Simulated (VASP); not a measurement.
A run of VASP 6.6.1 is set up as follows.

File INCAR:

```
ALGO = Fast
EDIFF = 1E-6
ENCUT = 520
GGA = PS
ISIF = 2
ISMEAR = 0
LASPH = True
LCHARG = False
LREAL = False
LWAVE = False
NBANDS = 11
NELM = 100
PREC = Accurate
SIGMA = 0.1
```

File KPOINTS:

```
k-points
0
Gamma
  16 16 16
```

POSCAR

```
Hf
1.0
   -1.7452665097      1.7452665097      1.7452665097
    1.7452665097     -1.7452665097      1.7452665097
    1.7452665097      1.7452665097     -1.7452665097
Hf
1
Direct
    0.0000000000      0.0000000000      0.0000000000
```

Potentials or basis: VASP PAW PBE potentials, release 64 (Hf_pv).

Launch:

```bash
$ cat potpaw_PBE.64/Hf_pv/POTCAR > POTCAR
$ mpirun -np 1 vasp_std > vasp.out
```

(1) Estimate the band gap on the k mesh.

(2) What does it give for the pressure?

Results:

(1) none (metal or under the smearing width).

(2) -0.2 GPa.

Caveat: the PAW data sets were made with another functional, which shifts forces and pressure a little.
